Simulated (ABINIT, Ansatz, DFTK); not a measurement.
# SiO2: band gap by level of theory

```
Si O
1.0
     4.97559    0.00000    0.00000
     0.00000    4.97559    0.00000
     0.00000    0.00000    6.90089
Si O
4 8
Cartesian
  3.9966 3.9966 3.4504
  3.4668 1.5088 1.7252
  1.5088 3.4668 5.1757
  0.9790 0.9790 0.0000
  3.7902 0.5492 2.9815
  4.4263 1.1854 0.4690
  0.5492 3.7902 3.9194
  1.3024 1.9386 5.6446
  1.1854 4.4263 6.4319
  3.6732 3.0370 2.1942
  1.9386 1.3024 1.2562
  3.0370 3.6732 4.7067
```

The cell comes from a database or a generator and needn't be the stable form of this composition.

| rung | level | program and potentials | cutoff (eV) | k mesh | task | core time | chip | band gap (eV) | notes |
| --- | --- | --- | --- | --- | --- | --- | --- | --- | --- |
| LDA | LDA | Ansatz, Ansatz PAW | 420 | 6 × 6 × 4 | band structure | 3.6 s | AMD EPYC 7R13 Zen 3 | 5.49 | potentials made for PBE, which Ansatz adapts in part |
| meta-GGA | r2SCAN | Ansatz, Ansatz PAW | 500 | 6 × 6 × 4 | band structure | 5.1 s | AMD EPYC 7R13 Zen 3 | 6.35 | potentials made for PBE, which Ansatz adapts in part |
| hybrid | PBE0 | Ansatz, Ansatz PAW | 420 | 4 × 4 × 4 | band structure | 68 s | AMD EPYC 7R13 Zen 3 | 8.29 | potentials made for PBE, which Ansatz adapts in part |
| hybrid | HSE06 | Ansatz, Ansatz PAW | 420 | 4 × 4 × 4 | band structure | 73 s | AMD EPYC 7R13 Zen 3 | 7.52 | potentials made for PBE, which Ansatz adapts in part |
| LDA | LDA | ABINIT, JTH PAW LDA v2.0 | 626 | 6 × 6 × 4 | band structure | 9.6 min | AMD EPYC 9R45 Zen 5 | (a) | - |
| GGA | PBEsol | DFTK, PseudoDojo SR PBEsol 0.4.1 standard (PBEsol) | 1143 | 6 × 6 × 4 | single point | 22 min | Intel Xeon Platinum 8259CL Skylake/Cascade Lake | 5.70 | - |

Times are single runs on shared hosts and different chips, so they are rough; meshes, cutoffs and the tasks' sizes weigh on the time. All rows: no spin polarisation. Gaps are the least found on the k mesh or the band path, and a mesh can miss the band edges. Meshes differ between rows, which moves values too. All levels ran on this one cell, unrelaxed unless noted. Meshes are those of the run's cell of 12 atoms unless a note names another. Runs on faulty files, with rough fits or with known faults for this quantity aren't shown. PBE isn't shown for this crystal. No row holds spin-orbit coupling.

Question: Estimate the value left out from the other rows.

Answer: (a) 5.47 eV.
